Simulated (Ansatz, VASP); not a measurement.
# AgCl in two plane-wave programs, part 2 of 2

One calculation is typed for both programs; each brings its own data sets and cutoff. How far apart do they land? The cell is taken from a series of VASP runs on this material, whose earlier steps may have relaxed, scaled or displaced it; both programs get it as it stands.

VASP 6.6.1 and Ansatz 0.2.0.

So far. Step 2 (Ansatz: single point, LDA): The run ends at a pressure of -3.77 GPa. Step 3 (VASP: single point, LDA): The run ends at a pressure of -3.96 GPa.

## Step 5: VASP: band structure, LDA, spin-orbit coupling

Level of this step: LDA, spin-orbit coupling; plane waves and PAW (Ag, Cl) (VASP).

Levels along a path test the potential and the projectors away from the mesh points.

The input, INCAR:

```
SYSTEM = AgCl
PREC = Accurate
ENCUT = 400
EDIFF = 1E-06
NELM = 100
ISMEAR = 0
SIGMA = 0.02
LREAL = .FALSE.
ALGO = Normal
GGA = CA
LNONCOLLINEAR = .TRUE.
MAGMOM = 0 0 0 0 0 0
NBANDS = 30
GGA_COMPAT = .FALSE.
LASPH = .TRUE.
LSORBIT = .TRUE.
LMAXMIX = 4
LORBIT = 11
LWAVE = .FALSE.
LCHARG = .FALSE.
KPAR = 4
ISIF = 2
```

The input, POSCAR:

```
AgCl
1.0
    0.0000000000      2.7350000000      2.7350000000
    2.7350000000      0.0000000000      2.7350000000
    2.7350000000      2.7350000000      0.0000000000
Ag Cl
1 1
Direct
    0.0000000000      0.0000000000      0.0000000000
    0.5000000000      0.5000000000      0.5000000000
```

The input, KPOINTS:

```
Automatic mesh
0
Gamma
8 8 8
0 0 0
```

The input, KPOINTS_OPT:

```
Line mode
16
Line-mode
Reciprocal
  0.00000000   0.00000000   0.00000000 GAMMA
  0.50000000   0.00000000   0.50000000 X

  0.50000000   0.00000000   0.50000000 X
  0.50000000   0.25000000   0.75000000 W

  0.50000000   0.25000000   0.75000000 W
  0.37500000   0.37500000   0.75000000 K

  0.37500000   0.37500000   0.75000000 K
  0.00000000   0.00000000   0.00000000 GAMMA

  0.00000000   0.00000000   0.00000000 GAMMA
  0.50000000   0.50000000   0.50000000 L

  0.50000000   0.50000000   0.50000000 L
  0.62500000   0.25000000   0.62500000 U

  0.62500000   0.25000000   0.62500000 U
  0.50000000   0.25000000   0.75000000 W

  0.50000000   0.25000000   0.75000000 W
  0.50000000   0.50000000   0.50000000 L

  0.50000000   0.50000000   0.50000000 L
  0.37500000   0.37500000   0.75000000 K

  0.62500000   0.25000000   0.62500000 U
  0.50000000   0.00000000   0.50000000 X
```

PAW data sets: Ag and Cl (LDA family, release 64).

Command:

```
$ mpirun -np 4 vasp_ncl
```

Numbers of over 12 decimals in the logs are rounded to 6 here.

Output:

```text
[... set-up lines as in an earlier step ...]
 entering main loop
       N       E                     dE             d eps       ncg     rms          rms(c)
DAV:   1     0.100319713320E+03    0.10032E+03   -0.73704E+03  1772   0.896E+02
DAV:   2    -0.190189900607E+01   -0.10222E+03   -0.96324E+02  2002   0.231E+02
DAV:   3    -0.689665442880E+01   -0.49948E+01   -0.49632E+01  2038   0.520E+01
DAV:   4    -0.694250093204E+01   -0.45847E-01   -0.45834E-01  2034   0.546E+00
[...]
DAV:  10    -0.678398259028E+01    0.10077E-04   -0.49108E-05  2004   0.884E-02    0.300E-02
DAV:  11    -0.678398735903E+01   -0.47687E-05   -0.15221E-05  1974   0.401E-02    0.834E-03
DAV:  12    -0.678398733549E+01    0.23538E-07   -0.98051E-07  1328   0.141E-02
   1 F= -.67839873E+01 E0= -.67839873E+01  d E =-.131281E-26  mag=    -0.0000     0.0000     0.0000
 Start KPOINTS_OPT (optional k-point list driver)
k-point batch [1-29\160]
       N       E                     dE             ncg
DAV:   1     0.301999748796E+04   -0.85584E+04     1756
DAV:   2     0.106464927112E+03   -0.29135E+04     2020
DAV:   3    -0.226860212795E+02   -0.12915E+03     2046
DAV:   4    -0.238360322144E+02   -0.11500E+01     2026
DAV:   5    -0.238528696668E+02   -0.16837E-01     2164
DAV:   6    -0.238531812115E+02   -0.31154E-03     2116
DAV:   7    -0.238531878546E+02   -0.66430E-05     2108
DAV:   8    -0.238531879970E+02   -0.14238E-06     1456
[...]
k-point batch [146-160\160]
       N       E                     dE             ncg
DAV:   1     0.888995510280E+04   -0.71915E+04      908
DAV:   2     0.742718231898E+04   -0.14628E+04     1044
DAV:   3     0.736279544517E+04   -0.64387E+02     1094
DAV:   4     0.736223377395E+04   -0.56167E+00     1052
DAV:   5     0.736222544335E+04   -0.83306E-02     1132
DAV:   6     0.736222528813E+04   -0.15521E-03     1078
DAV:   7     0.736222528486E+04   -0.32724E-05     1088
DAV:   8     0.736222528478E+04   -0.83503E-07      702
```

From OUTCAR (step 5):

```text
  Total       -1.0206966     -1.0206966     -1.0206966     -0.0000000      0.0000000     -0.0000000
  in kB      -39.9673413    -39.9673413    -39.9673413     -0.0000000      0.0000000     -0.0000000
  external PRESSURE =     -39.9673413 kB  Pullay stress =       0.0000000 kB

 POSITION                                       TOTAL-FORCE (eV/Angst)
 -----------------------------------------------------------------------------------
      0.00000      0.00000      0.00000         0.000000      0.000000     -0.000000
      2.73500      2.73500      2.73500         0.000000      0.000000      0.000000
 -----------------------------------------------------------------------------------
    total drift:                                0.000000      0.000000      0.000000

  FREE ENERGIE OF THE ION-ELECTRON SYSTEM (eV)
  ---------------------------------------------------
  free  energy   TOTEN  =        -6.7839873355 eV

  energy  without entropy=       -6.7839873355  energy(sigma->0) =       -6.78398734

 magnetization (x)
# of ion       s       p       d       tot
------------------------------------------
    1        0.000   0.000   0.000   0.000
    2        0.000  -0.000   0.000  -0.000
--------------------------------------------------
tot          0.000  -0.000   0.000   0.000

 magnetization (y)
# of ion       s       p       d       tot
------------------------------------------
    1        0.000   0.000   0.000   0.000
    2       -0.000   0.000   0.000   0.000
--------------------------------------------------
tot          0.000   0.000   0.000   0.000

 magnetization (z)
# of ion       s       p       d       tot
------------------------------------------
    1       -0.000   0.000  -0.000  -0.000
    2        0.000   0.000   0.000   0.000
--------------------------------------------------
tot         -0.000   0.000  -0.000  -0.000

[... 1 part as in an earlier step ...]

[... 2 further parts left out ...]
[key lines of the parts left out:]
E-fermi :   4.3063
```

The run ends at a pressure of -4.00 GPa.

## Step 6: Ansatz: band structure, LDA, spin-orbit coupling

The same cell, functional (in two slightly different forms), mesh and smearing now go to Ansatz, which takes its cutoff from its data sets.

The cell is taken from a series of VASP runs on this material, whose earlier steps may have relaxed, scaled or displaced it; both programs get it as it stands.

The input, input.yaml:

```yaml
crystal:
  lattice:
    - [0.0, 2.735, 2.735]
    - [2.735, 0.0, 2.735]
    - [2.735, 2.735, 0.0]
  atoms:
    - { symbol: Ag, position: [0.0, 0.0, 0.0] }
    - { symbol: Cl, position: [0.5, 0.5, 0.5] }
hamiltonian:
  xc: lda
  pseudopotentials: { kind: paw_fr }
magnetization:
  noncollinear: true
  spin_orbit: true
kpoints:
  mp_grid: { grid: [8, 8, 8] }
  band_path:
    path:
      - [0.0, 0.0, 0.0]
      - [0.16667, 0.0, 0.16667]
      - [0.33333, 0.0, 0.33333]
      - [0.5, 0.0, 0.5]
      - [0.5, 0.08333, 0.58333]
      - [0.5, 0.18333, 0.68333]
      - [0.5, 0.25, 0.75]
      - [0.45, 0.3, 0.75]
      - [0.40833, 0.34167, 0.75]
      - [0.35, 0.35, 0.7]
      - [0.225, 0.225, 0.45]
      - [0.075, 0.075, 0.15]
      - [0.03333, 0.03333, 0.03333]
      - [0.23333, 0.23333, 0.23333]
      - [0.4, 0.4, 0.4]
      - [0.5, 0.5, 0.5]
      - [0.51667, 0.46667, 0.51667]
      - [0.55833, 0.38333, 0.55833]
      - [0.60833, 0.28333, 0.60833]
      - [0.60833, 0.25, 0.64167]
      - [0.55833, 0.25, 0.69167]
      - [0.51667, 0.25, 0.73333]
      - [0.5, 0.3, 0.7]
      - [0.5, 0.38333, 0.61667]
      - [0.5, 0.48333, 0.51667]
      - [0.475, 0.475, 0.55]
      - [0.425, 0.425, 0.65]
      - [0.38333, 0.38333, 0.73333]
      - [0.59167, 0.18333, 0.59167]
      - [0.55, 0.1, 0.55]
      - [0.5, 0.0, 0.5]
    npoints: 1
scf:
  occupations: { method: gaussian, width: 0.02 }
  n_extra_bands: 14
output:
  forces: true
  stress: true
  eigenvalues: true
  write_density: true
  write_potential: true
  elf: true
  volumetric_format: npy
```

Command:

```
$ ansatz run input.yaml --threads 2 --pin off --max-ram 4608MiB --backend cpu --events-out ev --progress --plain --runs-dir out
```

Output:

```text
[...]
non-collinear run that drives no moment, with spin-orbit: no starting moment large enough to seed its density (crystal.atoms[].spin), no starting occupations that ask for one, no magnetisation constraint and no magnetic field, so the semilocal B_xc is pinned to zero
Crystal: 2 atoms, lattice volume = 40.917 Å³
Basis set: ecut = 420 eV, 821 PW (Γ)
[...]
k-point 1: bands = [... 22 lower, 6.8332, 6.8332, 6.8547, 6.8547, 9.9014, 9.9014, 17.6803, 17.6803, ... 10 higher]
  k-point 2: bands = [... 22 lower, 7.6391, 7.6391, 7.6758, 7.6758, 11.2592, 11.2592, 16.0439, 16.0439, ... 10 higher]
  k-point 28: bands = [... 22 lower, 6.6109, 6.6109, 7.2112, 7.2112, 12.5423, 12.5423, 16.0824, 16.0824, ... 10 higher]
[key lines of the parts left out:]
SCF converged after 7 iterations
Magnetization: |M| = 0.0000 μB,  M = (+0.0000, +0.0000, +0.0000) μB
Free energy (F): -8505.171149 eV
Fermi energy:    8.842555 eV
P = ⅓ Tr σ = -3.8028 GPa (-38.028 kbar)
```

Elapsed: 8.6 s, on 2 threads of Arm Neoverse V2, shared host; peak memory 0.42 GiB; 16 s of CPU time.

## Step 7: Differences

What differs besides the data sets and the points named for the pairs above, as far as they apply: spin-orbit coupling enters by fully relativistic files in Ansatz and inside the spheres in VASP; the data sets hold 26 valence electrons in Ansatz (fully relativistic PAW (standard-fr) files) and 18 in VASP. Total energies have different zeros and are not compared.

Compared:

| quantity | Ansatz | VASP | difference |
| --- | --- | --- | --- |
| pressure (GPa) | -3.80 | -4.00 | +0.19 |
| gap over the path points (eV) | 0.573 | 0.601 | -0.028 |

Levels at points of the path, from each program's valence-band top (eV; 8 filled, then empty):

```csv
k (reciprocal lattice),Ansatz,VASP
0.000 0.000 0.000,-2.50 -2.50 -2.50 -2.50 -2.47 -2.47 -2.47 -2.47 0.57 0.57 10.48 10.48 10.48 10.48,-2.50 -2.50 -2.50 -2.50 -2.46 -2.46 -2.46 -2.46 0.60 0.60 10.67 10.67 10.67 10.67
0.167 0.000 0.167,-2.51 -2.51 -2.17 -2.17 -1.93 -1.93 -1.59 -1.59 2.30 2.30 8.52 8.52 9.06 9.06,-2.51 -2.51 -2.17 -2.17 -1.94 -1.94 -1.59 -1.59 2.33 2.33 8.60 8.60 9.15 9.15
0.333 0.000 0.333,-2.47 -2.47 -2.19 -2.19 -1.85 -1.85 -1.52 -1.52 2.94 2.94 7.27 7.27 8.01 8.01,-2.48 -2.48 -2.19 -2.19 -1.86 -1.86 -1.52 -1.52 2.98 2.98 7.29 7.29 8.09 8.09
0.500 0.000 0.500,-2.49 -2.49 -2.45 -2.45 -2.00 -2.00 -1.88 -1.88 1.97 1.97 7.69 7.69 8.48 8.48,-2.49 -2.49 -2.46 -2.46 -2.01 -2.01 -1.88 -1.88 2.01 2.01 7.76 7.76 8.48 8.48
0.500 0.083 0.583,-2.48 -2.48 -2.17 -2.17 -1.97 -1.97 -1.76 -1.76 2.33 2.33 7.60 7.60 8.31 8.31,-2.48 -2.48 -2.17 -2.17 -1.98 -1.98 -1.76 -1.76 2.37 2.37 7.66 7.66 8.32 8.32
0.500 0.183 0.683,-2.40 -2.40 -2.03 -2.03 -1.95 -1.95 -1.42 -1.42 3.49 3.49 7.49 7.49 7.86 7.86,-2.41 -2.41 -2.03 -2.03 -1.95 -1.95 -1.42 -1.42 3.53 3.53 7.54 7.54 7.89 7.89
0.500 0.250 0.750,-2.35 -2.35 -2.01 -2.01 -1.95 -1.95 -1.34 -1.34 3.99 3.99 7.53 7.53 7.62 7.62,-2.36 -2.36 -2.01 -2.01 -1.95 -1.95 -1.34 -1.34 4.03 4.03 7.57 7.57 7.67 7.67
0.450 0.300 0.750,-2.39 -2.39 -1.99 -1.99 -1.87 -1.87 -1.30 -1.30 3.74 3.74 7.16 7.16 7.76 7.76,-2.39 -2.39 -2.00 -2.00 -1.87 -1.87 -1.30 -1.30 3.78 3.78 7.20 7.20 7.80 7.80
0.408 0.342 0.750,-2.40 -2.40 -1.98 -1.98 -1.77 -1.77 -1.21 -1.21 3.40 3.40 7.00 7.00 7.86 7.86,-2.40 -2.40 -1.98 -1.98 -1.77 -1.77 -1.21 -1.21 3.44 3.44 7.04 7.04 7.89 7.89
0.350 0.350 0.700,-2.40 -2.40 -1.93 -1.93 -1.73 -1.73 -0.87 -0.87 3.73 3.73 6.61 6.61 7.73 7.73,-2.41 -2.41 -1.94 -1.94 -1.73 -1.73 -0.87 -0.87 3.77 3.77 6.64 6.64 7.76 7.76
```

Among the levels compared at these points, filled levels agree within 7 meV and empty ones within 187 meV.

## Step 8: VASP: band structure, LDA

Levels along a path test the potential and the projectors away from the mesh points. The cell compared in this pair holds 41.12 Å³, against 40.92 Å³ for the pair before.

The input, INCAR:

```
SYSTEM = AgCl
PREC = Accurate
ENCUT = 400
EDIFF = 1E-06
NELM = 100
ISMEAR = 0
SIGMA = 0.02
LREAL = .FALSE.
ALGO = Normal
GGA = CA
NBANDS = 21
LORBIT = 11
LWAVE = .FALSE.
LCHARG = .FALSE.
KPAR = 4
ISIF = 2
```

The input, POSCAR:

```
AgCl
1.0
    0.0000000000      2.7350000000      2.7350000000
    2.7486750000      0.0000000000      2.7350000000
    2.7486750000      2.7350000000      0.0000000000
Ag Cl
1 1
Direct
    0.0000000000      0.0000000000      0.0000000000
    0.5000000000      0.5000000000      0.5000000000
```

KPOINTS is that of step 5.

The input, KPOINTS_OPT:

```
Line mode
16
Line-mode
Reciprocal
  0.00000000   0.00000000   0.00000000 GAMMA
  0.50000000   0.00000000   0.50000000 X

  0.50000000   0.00000000   0.50000000 X
  0.25248137  -0.24751863   0.50000000 Y

  0.25248137  -0.24751863   0.50000000 Y
  0.00000000  -0.37375931   0.37375931 S

  0.00000000  -0.37375931   0.37375931 S
  0.00000000   0.00000000   0.00000000 GAMMA

  0.00000000   0.00000000   0.00000000 GAMMA
  0.00000000   0.50000000   0.50000000 Z

  0.00000000   0.50000000   0.50000000 Z
  0.00000000   0.37375931   0.62624069 S1

  0.00000000   0.37375931   0.62624069 S1
  0.00000000   0.00000000   0.50000000 N

  0.00000000   0.00000000   0.50000000 N
  0.50000000   0.25000000   0.75000000 P

  0.50000000   0.25000000   0.75000000 P
  0.25248137   0.50000000   0.75248137 Y1

  0.25248137   0.50000000   0.75248137 Y1
  0.00000000   0.50000000   0.50000000 Z

  0.50000000   0.00000000   0.50000000 X
  0.50000000   0.25000000   0.75000000 P
```

Command:

```
$ mpirun -np 4 vasp_std
```

Output:

```text
[... set-up lines as in an earlier step ...]
 entering main loop
       N       E                     dE             d eps       ncg     rms          rms(c)
DAV:   1     0.874781618668E+02    0.87478E+02   -0.70782E+03  2590   0.623E+02
DAV:   2    -0.364025524506E+01   -0.91118E+02   -0.82877E+02  2915   0.171E+02
DAV:   3    -0.689634587412E+01   -0.32561E+01   -0.32370E+01  2955   0.327E+01
DAV:   4    -0.691618435501E+01   -0.19838E-01   -0.19836E-01  2836   0.280E+00
[...]
DAV:  10    -0.675724347804E+01   -0.44498E-05   -0.11893E-05  2883   0.312E-02    0.164E-02
DAV:  11    -0.675724449879E+01   -0.10207E-05   -0.17426E-06  2925   0.940E-03    0.361E-03
DAV:  12    -0.675724444695E+01    0.51837E-07   -0.13349E-07  1759   0.225E-03
   1 F= -.67572444E+01 E0= -.67572444E+01  d E =-.924553E-36
 Start KPOINTS_OPT (optional k-point list driver)
k-point batch [1-59\176]
       N       E                     dE             ncg
DAV:   1     0.553279697149E+04   -0.24712E+05     2566
DAV:   2     0.103658043857E+03   -0.54291E+04     2823
DAV:   3    -0.943908862782E+02   -0.19805E+03     3034
DAV:   4    -0.956736009838E+02   -0.12827E+01     2841
DAV:   5    -0.956886679312E+02   -0.15067E-01     3101
DAV:   6    -0.956889131446E+02   -0.24521E-03     2972
DAV:   7    -0.956889174931E+02   -0.43486E-05     2802
DAV:   8    -0.956889177955E+02   -0.30236E-06     1991
[...]
k-point batch [119-176\176]
       N       E                     dE             ncg
DAV:   1     0.587412543502E+04   -0.29011E+05     2492
DAV:   2     0.555291454163E+03   -0.53188E+04     2854
DAV:   3     0.372870722315E+03   -0.18242E+03     3020
DAV:   4     0.371688910958E+03   -0.11818E+01     2840
DAV:   5     0.371674637515E+03   -0.14273E-01     3033
DAV:   6     0.371674403166E+03   -0.23435E-03     2948
DAV:   7     0.371674398974E+03   -0.41918E-05     2785
DAV:   8     0.371674398699E+03   -0.27467E-06     2017
```

From OUTCAR (step 8):

```text
  Total       -1.0919273     -1.0701733     -1.0701733      0.0000000      0.0000000     -0.0000000
  in kB      -42.5437987    -41.6962142    -41.6962142      0.0000000      0.0000000     -0.0000000
  external PRESSURE =     -41.9787423 kB  Pullay stress =       0.0000000 kB

 POSITION                                       TOTAL-FORCE (eV/Angst)
 -----------------------------------------------------------------------------------
      0.00000      0.00000      0.00000         0.000000      0.000000      0.000000
      2.74867      2.73500      2.73500         0.000000     -0.000000     -0.000000
 -----------------------------------------------------------------------------------
    total drift:                                0.000000      0.000000      0.000000

  FREE ENERGIE OF THE ION-ELECTRON SYSTEM (eV)
  ---------------------------------------------------
  free  energy   TOTEN  =        -6.7572444470 eV

  energy  without entropy=       -6.7572444470  energy(sigma->0) =       -6.75724445

[... 3 further parts left out ...]
[key lines of the parts left out:]
E-fermi :   4.2452
```

Within 0.02 Å the cell has space group Fm-3m; at a tight tolerance a small distortion makes it I4/mmm.

## Step 9: Ansatz: band structure, LDA

The same cell, functional (in two slightly different forms), mesh and smearing now go to Ansatz, which takes its cutoff from its data sets.

The cell is taken from a series of VASP runs on this material, whose earlier steps may have relaxed, scaled or displaced it; both programs get it as it stands.

The input, input.yaml:

```yaml
crystal:
  lattice:
    - [0.0, 2.735, 2.735]
    - [2.748675, 0.0, 2.735]
    - [2.748675, 2.735, 0.0]
  atoms:
    - { symbol: Ag, position: [0.0, 0.0, 0.0] }
    - { symbol: Cl, position: [0.5, 0.5, 0.5] }
hamiltonian:
  xc: lda
  pseudopotentials: { kind: paw }
kpoints:
  mp_grid: { grid: [8, 8, 8] }
  band_path:
    path:
      - [0.0, 0.0, 0.0]
      - [0.2, 0.0, 0.2]
      - [0.4, 0.0, 0.4]
      - [0.467, -0.033, 0.5]
      - [0.36799, -0.13201, 0.5]
      - [0.26898, -0.23102, 0.5]
      - [0.18515, -0.28118, 0.46634]
      - [0.08416, -0.33168, 0.41584]
      - [0.0, -0.37376, 0.37376]
      - [0.0, -0.22426, 0.22426]
      - [0.0, -0.07475, 0.07475]
      - [0.0, 0.06667, 0.06667]
      - [0.0, 0.26667, 0.26667]
      - [0.0, 0.46667, 0.46667]
      - [0.0, 0.46634, 0.53366]
      - [0.0, 0.41584, 0.58416]
      - [0.0, 0.37376, 0.62624]
      - [0.0, 0.22426, 0.57574]
      - [0.0, 0.07475, 0.52525]
      - [0.0, 0.0, 0.5]
      - [0.06667, 0.03333, 0.53333]
      - [0.26667, 0.13333, 0.63333]
      - [0.46667, 0.23333, 0.73333]
      - [0.434, 0.31667, 0.75066]
      - [0.33499, 0.41667, 0.75165]
      - [0.25248, 0.5, 0.75248]
      - [0.15149, 0.5, 0.65149]
      - [0.0505, 0.5, 0.5505]
      - [0.5, 0.03333, 0.53333]
      - [0.5, 0.13333, 0.63333]
      - [0.5, 0.25, 0.75]
    npoints: 1
scf:
  occupations: { method: gaussian, width: 0.02 }
  n_extra_bands: 7
output:
  forces: true
  stress: true
  eigenvalues: true
```

Command:

```
$ ansatz run input.yaml --threads 2 --pin off --max-ram 4608MiB --backend cpu --events-out ev --progress --plain --runs-dir out
```

Output:

```text
[...]
Crystal: 2 atoms, lattice volume = 41.121 Å³
Basis set: ecut = 420 eV, 837 PW (Γ)
Bands: 20, of which v1, the nominal top of the filled ones, is band 13 counted from 1 (12 counted from 0)
Symmetry: 16 space group operations
[...]
k-points: 59 of 512
[...]
k-point 0: bands = [... 9 lower, 5.7960, 5.9643, 5.9643, 5.9824, 9.0387, 18.9656, 18.9781, 18.9781, ... 3 higher]
  k-point 1: bands = [... 9 lower, 5.8192, 6.0825, 6.7386, 6.7401, 9.8089, 17.6078, 18.6358, 18.6727, ... 3 higher]
  k-point 2: bands = [... 9 lower, 5.9597, 6.2369, 7.5480, 7.5619, 11.1653, 15.9693, 17.2941, 17.3522, ... 3 higher]
  k-point 58: bands = [... 9 lower, 6.2537, 6.3065, 6.3114, 7.0798, 12.4087, 16.0941, 16.0941, 16.1386, ... 3 higher]
[key lines of the parts left out:]
SCF converged after 7 iterations
Free energy (F): -8502.890854 eV
Fermi energy:    8.741001 eV
P = ⅓ Tr σ = -4.0092 GPa (-40.092 kbar)
```

Elapsed: 2 s, on 2 threads; peak memory 0.31 GiB.

## Step 10: Differences

The two programs side by side:

```
                     quantity  Ansatz   VASP  difference
               pressure (GPa)   -4.01  -4.20       +0.19
gap over the path points (eV)   0.596  0.623      -0.026
```

Levels at points of the path, from each program's valence-band top (eV; 4 filled, then empty):

```csv
k (reciprocal lattice),Ansatz,VASP
0.000 0.000 0.000,-2.65 -2.48 -2.48 -2.46 0.60 10.52 10.54,-2.65 -2.48 -2.48 -2.46 0.62 10.71 10.72
0.200 0.000 0.200,-2.57 -1.96 -1.94 -1.55 2.81 7.84 8.81,-2.58 -1.96 -1.95 -1.55 2.83 7.90 8.89
0.400 0.000 0.400,-2.45 -2.05 -2.05 -1.78 2.38 7.82 7.99,-2.46 -2.06 -2.06 -1.78 2.42 7.89 8.00
0.467 -0.033 0.500,-2.35 -2.14 -2.13 -2.01 2.06 7.69 8.48,-2.36 -2.15 -2.14 -2.01 2.10 7.75 8.48
0.368 -0.132 0.500,-2.15 -2.14 -2.11 -1.60 2.88 7.53 8.14,-2.16 -2.15 -2.12 -1.60 2.91 7.58 8.16
0.269 -0.231 0.500,-2.15 -2.14 -2.14 -1.36 3.97 7.56 7.71,-2.15 -2.14 -2.14 -1.35 4.01 7.60 7.75
0.185 -0.281 0.466,-2.18 -2.09 -2.04 -1.32 3.92 7.31 7.70,-2.18 -2.09 -2.04 -1.32 3.96 7.35 7.73
0.084 -0.332 0.416,-2.20 -2.02 -1.87 -1.21 3.52 7.05 7.83,-2.21 -2.03 -1.87 -1.21 3.56 7.08 7.86
0.000 -0.374 0.374,-2.21 -2.00 -1.82 -1.14 3.35 7.00 7.87,-2.21 -2.01 -1.82 -1.14 3.39 7.03 7.90
0.000 -0.224 0.224,-2.30 -1.84 -1.82 -0.09 4.34 6.22 7.51,-2.31 -1.84 -1.82 -0.09 4.36 6.26 7.56
```

Among the levels compared at these points, filled levels agree within 6 meV and empty ones within 184 meV.

## Step 11: What came out

* difference in gap on the k mesh (single point, LDA): -0.027 eV
* difference in gap over the path points (band structure, LDA, spin-orbit coupling): -0.028 eV
* difference in gap over the path points (band structure, LDA): -0.026 eV

**Reading.** The difference in gap over the path points is -0.028 eV (band structure, LDA, spin-orbit coupling), within the 0.08 eV picked in this series as the mark of a large difference. 2 further runs of this series are not shown here. How closely two codes agree says nothing of how well the functional describes the real material.

[Lines on the potential files, build, host, timing and source positions are cut from VASP's logs without a mark.]

[Logs are printed without paths, hosts, clocks, repeated set-up lines and the standing remarks that a program may print on its own settings, such as how far it seeks lower states.]

[Hosts, paths, dates, database ids (printed as entryN), source tags and the programs' standing remarks are cut or masked in the printed files.]
